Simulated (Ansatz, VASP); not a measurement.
# One calculation of Sr, two programs

```
CELL_PARAMETERS angstrom
3.62174 0.00000 0.00000
-1.81087 3.13652 0.00000
0.00000 0.00000 5.98179
ATOMIC_POSITIONS crystal
Sr 0.33333 0.66667 0.25000
Sr 0.66667 0.33333 0.75000
```

Alike in both runs: functional LDA; k mesh 12 × 12 × 7; occupations fermi-dirac, width 0.1 eV; no spin polarisation.

Ansatz relaxed the structure, and its values are those at the end. VASP's run is a single point on that final structure, the one shown.

```csv
,VASP,Ansatz
version,VASP 6.6.1,Ansatz 0.2.0
potentials or method,"VASP PAW LDA potentials, release 64 (Sr_sv), cutoff 520 eV","all-electron LAPW, scalar-relativistic"
```

|  | VASP | Ansatz | Ansatz less VASP |
| --- | --- | --- | --- |
| pressure (GPa) | 8.1 | 8.1 | -0.04 |

Ansatz ran all-electron here, so the differences hold the error of VASP's frozen core and of both bases.
